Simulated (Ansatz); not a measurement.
# What GaN (model cell, started as NiAs type) distorts into, part 3 of 3

Which phase does GaN (model cell, started as NiAs type) fall into along its unstable mode, and how much energy does it gain?

Ansatz 0.2.0; DFT PBEsol, scalar-relativistic, plane waves, PAW; PAW set soft_1.

So far. Step 5 (Energy along the mode, all amplitudes (two of the runs …): The lowest of the steps tried is at 0.08 Å, 0.049 meV/atom below the parent; the bottom of the well need not coincide with a step. Step 7 (The new phase in its own primitive cell): The forces vanish by symmetry and the pressure is 0.000 GPa, within the tolerances set. The cell now holds 11.38 Å³/atom. The relaxed cell has a = 4.498 Å (conventional setting).

The structure was built from a prototype and need not be the compound's stable phase.

### 8. Modes of the new phase, k-mesh 12×12×12

A relaxed structure may still be a saddle point, so its zone-centre modes are computed. The response to a homogeneous field gives the Born charges and the dielectric tensor, and its change with displacement the Raman tensors.

input.yaml reads:

```yaml
crystal:
  lattice:
    - [0.0, 2.2491503581, 2.2491503581]
    - [2.2491503581, 0.0, 2.2491503581]
    - [2.2491503581, 2.2491503581, 0.0]
  atoms:
    - { symbol: Ga, position: [0.5, 0.5, 0.5] }
    - { symbol: "N", position: [0.75, 0.75, 0.75] }
kpoints:
  mp_grid: { grid: [12, 12, 12] }
hamiltonian:
  xc: pbesol
  pseudopotentials: { kind: paw, azcp: { folder: soft_1 }, xc_functional: pbe }
scf:
  occupations: { method: fixed }
output:
  eigenvalues: true
phonons:
  method: dfpt
  dielectric: true
  rigid_motions: translations
  raman: true
```

Started as:

```console
$ ansatz run input.yaml --threads 4 --pin off --max-ram 10240MiB --backend cpu --events-out ev --progress --plain --runs-dir out
```

Numbers of over 12 decimals in the logs are rounded to 6 here.

The program printed:

```text
[...]
Crystal: 2 atoms, lattice volume = 22.755 Å³
Basis set: ecut = 420 eV, 459 PW (Γ), exchange–correlation on 48×48×48 points (8 copies of the dense FFT grid, shifted against one another)
Bands: 13, of which v1, the nominal top of the filled ones, is band 9 counted from 1 (8 counted from 0)
Symmetry: 24 space group operations
k-points: 280 of 1728 (irreducible under 4 space group operations, time reversal used)
[...]
SCF iter   1: F=—  HF=-4123.408772 eV  |F-HF|=—  |Δ(HF+E_count)|=         —  Δρ=1.04e-1  dr2=2.08e0  ethr=3.10e-3  ⟨swp⟩=4.0  Hψ=16063  notcnv=0  defer=422
[...]
SCF iter   9: F=-4122.838341 eV  HF=-4122.838341 eV  |F-HF|=0.00e0  |Δ(HF+E_count)|=  1.82e-12  Δρ=2.20e-8  dr2=6.57e-14  ethr=1.00e-12  ⟨swp⟩=4.0  Hψ=17576  notcnv=0
SCF 1 converged in 9 iterations: F = -4122.838341 eV  dr2 = 6.57e-14
[...]
NSCF: frozen V_eff on 1 k-points
DFPT response loops at Γ: preconditioner auto → none (the input reference at scf.mixing.eps_inf says where Resta's filter doesn't serve); β = 0.50; Broyden in place of MSR1
── the response to a field inside a basis, on 12×12×12 k-points: an SCF that follows is theirs, and a resumed run solves both again ──
Bands: 10, of which v1, the nominal top of the filled ones, is band 9 counted from 1 (8 counted from 0)
k-points: 182
[...]
Eigensolver: Dense (182 Hₖ)
SCF iter   1: F=—  HF=-4122.839515 eV  |F-HF|=—  |Δ(HF+E_count)|=         —  Δρ=4.02e-4  dr2=9.02e-6  ethr=1.00e-1
[...]
SCF iter   6: F=-4122.839516 eV  HF=-4122.839516 eV  |F-HF|=4.55e-12  |Δ(HF+E_count)|=  4.17e-10  Δρ=3.87e-7  dr2=1.12e-11  ethr=1.39e-11
SCF 1 converged in 6 iterations: F = -4122.839516 eV  dr2 = 1.12e-11
[...]
WARN: field response: ε∞ stands inside a basis, on 12×12×12 points; the force constants stand on the 12×12×12 k-mesh, whose period is 13.50 times the interband length at k = (0.0000, 0.0000, 0.0000), direct gap 1.704 eV, under 14: take them and everything formed from them as unconverged, and compare with a denser kpoints.mp_grid
SCF converged after 9 iterations
Free energy (F): -4122.838341 eV
[...]
Internal energy: -4122.838341 eV  (E = F + TS)
E sigma→0 (E₀):  -4122.838341 eV
Fermi energy:    9.585667 eV
[...]
--- Band table (eV; the first three rows and the last of 280) ---
  k-point 0: bands = [... 5 lower, -3.5714, 9.5857, 9.5857, 9.5857, 11.2897, 19.8306, 19.8306, 19.8306]
  k-point 1: bands = [... 5 lower, -3.5725, 8.7472, 9.5093, 9.5093, 11.9552, 19.4591, 19.9505, 19.9505]
  k-point 2: bands = [... 5 lower, -3.5730, 7.2801, 9.3092, 9.3092, 12.8985, 18.7737, 20.1915, 20.1915]
  k-point 279: bands = [... 5 lower, -1.5555, 3.8221, 5.8170, 5.8643, 15.7111, 17.9960, 19.8006, 20.5429]
--- Phonons (Γ-DFPT): 2 representative perturbations + reference, on 280 of 1728 k-points (Σ response iterations 6) ---
  k mesh reduced under 4 symmetry operations, with k and −k counted as one. Each operation leaves every solved perturbation unchanged. A smaller set is not considered because the run solves the response to a homogeneous field
  ASR residual: 1.101e-6 → 0.000e0 eV/Å²; symmetrization residual: 5.764e-7 eV/Å²
  ASR residual per site (eV/Å²): 1.10e-6 1.07e-6
  Γ frequencies (cm⁻¹): 0.00 0.00 0.00 536.05 536.05 536.05
  ε∞ (high-frequency dielectric tensor):
        6.003672     0.000000     0.000000
        0.000000     6.003672     0.000000
        0.000000     0.000000     6.003672
  ε⁰ (static dielectric tensor: ions relaxed, cell fixed):
       10.562660     0.000000     0.000000
        0.000000    10.562660    -0.000000
        0.000000    -0.000000    10.562660
  ε⁰ − ε∞ (ionic part):
        4.558988    -0.000000     0.000000
       -0.000000     4.558988    -0.000000
        0.000000    -0.000000     4.558988
  softest optical mode at Γ: 536.05 cm⁻¹; the repairs (sum rule, projections) moved no ω² at Γ by more than (0.30 cm⁻¹)²
  Born effective charges Z* (e; rows j = field, columns β = displacement):
    site 0:
         2.65822    0.00000    0.00000
        -0.00000    2.65822    0.00000
         0.00000    0.00000    2.65822
    site 1:
        -2.65822   -0.00000   -0.00000
         0.00000   -2.65822   -0.00000
        -0.00000   -0.00000   -2.65822
  Z* charge neutrality: 2.904e-4 e pre-enforcement
  solved inside a basis spanned on kpoints, on 12×12×12 k-points transformed towards the longest dipole: ε∞ is read to err by 1.7e-2, Z* by 1.4e-2 e (field_mesh: kpoints solves on kpoints); Z* is corrected for what the basis lacks
  Raman tensors (in the event stream and the table raman_tensors.tsv): an entry may err by 3.8e-3 Å², one of the second-order susceptibility by 1.3e-2 pm/V (basis, points and sum rule); their sum over the sites missed zero by 2.864e-5 Å² ahead of its enforcement
  optical modes at Γ without the LO–TO term, one row a degenerate level:
      ω (cm⁻¹)  modes    IR ((D/Å)²/amu)  static Raman (Å⁴/amu)  depolarisation
        536.05      3            41.9302                42.0944           0.750
  optical modes at Γ + LO–TO along q̂ = [1.0000, 0.0000, 0.0000]:
      ω (cm⁻¹)  modes    IR ((D/Å)²/amu)  static Raman (Å⁴/amu)  depolarisation
        536.05      2            27.9535                28.0629           0.750
        711.02      1            13.9767                28.7016           0.750
  optical modes at Γ + LO–TO along q̂ = [0.0000, 1.0000, 0.0000]:
      ω (cm⁻¹)  modes    IR ((D/Å)²/amu)  static Raman (Å⁴/amu)  depolarisation
        536.05      2            27.9535                28.0629           0.750
        711.02      1            13.9767                28.7016           0.750
  optical modes at Γ + LO–TO along q̂ = [0.0000, 0.0000, 1.0000]:
      ω (cm⁻¹)  modes    IR ((D/Å)²/amu)  static Raman (Å⁴/amu)  depolarisation
        536.05      2            27.9535                28.0629           0.750
        711.02      1            13.9767                28.7016           0.750
```

It took 60 s on 4 threads of AMD EPYC 7R13 (Zen 3), shared host; peak memory 1.1 GiB.

This step gave:

| Quantity | Value |
| --- | --- |
| sum-rule residual before enforcement | 1.10e-6 eV/Å² |
| miss of the charge sum rule | 2.90e-4 e |
| estimated error of the dielectric tensor | 0.01653 |
| estimated error of the Born charges | 0.01381 e |
| point group | -43m |
| highest optical mode at the zone centre (no LO-TO term) | 536.0 cm⁻¹ |
| lowest optical zone-centre mode | 536.0 cm⁻¹ |
| mean high-frequency dielectric constant | 6.004 |
| largest Born charge (third of the trace) | 2.658 e |
| mean static dielectric constant | 10.56 |
| top of the zone-centre spectrum with the field | 711.0 cm⁻¹ |

Without the LO-TO term. Patterns of degenerate modes are one choice out of their space. The modes at Γ (shares of kinetic energy by element, %):

| mode | frequency (cm⁻¹) | symmetry | Ga % | N % |
| --- | --- | --- | --- | --- |
| 1 | 0.0 | acoustic | 83 | 17 |
| 2 | 0.0 | acoustic | 83 | 17 |
| 3 | 0.0 | acoustic | 83 | 17 |
| 4 | 536.0 | T2 | 17 | 83 |
| 5 | 536.0 | T2 | 17 | 83 |
| 6 | 536.0 | T2 | 17 | 83 |

Displacements in mode 6 (536.0 cm⁻¹), the largest set to 1:
```
Ga1  0.00 -0.20  0.04
N2   0.00  1.00 -0.20
```

Optical modes at the zone centre, without and with the macroscopic field of the longitudinal modes; each column is sorted by frequency, so a row need not hold one and the same mode. Modes with and without the field, by row:

```
rank among optical modes  no field (cm⁻¹)  q along (1, 0, 0) (cm⁻¹)
                       1              536                       536
                       2              536                       536
                       3              536                       711
```

Born charge (rows field, columns displacement) (e), principal values of the symmetric part by kind of site:

| atom | atoms with these values | low | middle | high | mean |
| --- | --- | --- | --- | --- | --- |
| Ga1 | 1 | 2.66 | 2.66 | 2.66 | 2.66 |
| N2 | 1 | -2.66 | -2.66 | -2.66 | -2.66 |

In full for N2:

```
-2.66  0.00  0.00
 0.00 -2.66  0.00
 0.00  0.00 -2.66
```

High-frequency dielectric tensor:

```
6.00 0.00 0.00
0.00 6.00 0.00
0.00 0.00 6.00
```

Static dielectric tensor (ions relaxed, fixed cell):

```
10.56  0.00  0.00
 0.00 10.56  0.00
 0.00  0.00 10.56
```

Transverse modes. Lines of the infrared spectrum (strongest = 100):

```csv
position (cm⁻¹),label,relative intensity
536,T2,100
```

Activity x (w_L - w)^4 (n + 1)/w, 532 nm, 300 K; the tensors are static ones, while 532 nm light lies above the computed direct gap, where resonance would change the heights; modes without the macroscopic field alone. Lines of the Raman spectrum (strongest = 100):

```
position (cm⁻¹)  label  relative intensity
            536     T2                 100
```

Before it was imposed, the acoustic sum rule was missed by 1.1e-6 eV/Å² and the charge sum rule by 2.9e-4 e. Small misses are needed for a sound result but don't prove that mesh and cutoff are converged. The lowest optical mode is real, 536 cm⁻¹.

The log warns of the k mesh: “the force constants stand on the 12×12×12 k-mesh, whose period is 13.50 times the interband length at k = (0.0000, 0.0000, 0.0000), direct gap 1.704 eV, under 14: take them and everything formed from them as unconverged”.

### 9. The phases reached

The phases reached along the modes that were followed are set side by side.

Energies are those of the first relaxation, on the mesh of the frozen mode; space group, volume and gap are those of the last relaxation. Phases, by row:

```csv
mode frozen in,space group,energy from parent (meV/atom),volume (Å³/atom),gap on mesh (eV),lowest zone-centre optical mode (cm⁻¹),largest shift (Å)
parent,P6_3/mmc,0,9.621,1.211,–,–
"q = (0, 0, 0), 20i cm⁻¹",F-43m,-560.3,11.38,1.704,536,1.125
"q = (0, 0, 0), 20i cm⁻¹",Cmc2_1,-151.1,10.23,1.027,108.4,0.601
"q = (0, 0, 0), 20i cm⁻¹",F-43m,-560.3,11.38,1.704,536,1.125
```

### 10. Results

| Quantity | Value |
| --- | --- |
| unstable mode of the parent | q = (0, 0, 0), 20i cm⁻¹ |
| depth at the lowest point sampled | 0.049 meV/atom |
| largest atomic shift at that point | 0.08 Å |
| space group reached (within 0.01 Å) | F-43m |
| energy gained over the parent (first relaxation, on the mesh of the frozen mode) | 560 meV/atom |
| volume per atom, phase reached | 11.4 Å³ |
| gap on the k-mesh, phase reached | 1.70 eV |
| lowest optical zone-centre mode, phase reached | 536 cm⁻¹ |
| highest optical mode at the zone centre (no LO-TO term), phase reached | 536 cm⁻¹ |

**Reading.** Along this mode the structure falls into F-43m, 560 meV/atom below the parent. At the parent's cell the well is 0.049 meV/atom deep on the steps tried, with its lowest point at a shift of 0.08 Å. Relaxing atoms and cell changes the gain by +560.25 meV/atom against the lowest step (energies at zero smearing). Most of the total comes from this relaxation. The new phase has no imaginary mode at the zone centre of its cell; other wavevectors were not checked. How so shallow a well moves with the k mesh was not tested. Of the 3 patterns followed to their end from this parent, this one reaches the lowest energy. Each path keeps the symmetry of its pattern, so a lower phase may lie along a pattern not tried. With the field response the log warns that the k mesh is coarse for the force constants too, so the frequencies may not be converged. The q mesh stands for a supercell only 8.9 Å across, so branches between the solved wavevectors are rough. The program warns that the interpolation holds no quadrupole term, so branches close to Γ can be off in this crystal. The PAW files were made for PBE and serve the other functionals too. The starting cell was built on a prototype and not taken from a measurement, so the phase need not exist.

[Logs are printed without paths, hosts, clocks, repeated set-up lines and the standing remarks that a program may print on its own settings, such as how far it seeks lower states.]

[Hosts, paths, dates, database ids (printed as entryN), source tags and the programs' standing remarks are cut or masked in the printed files.]
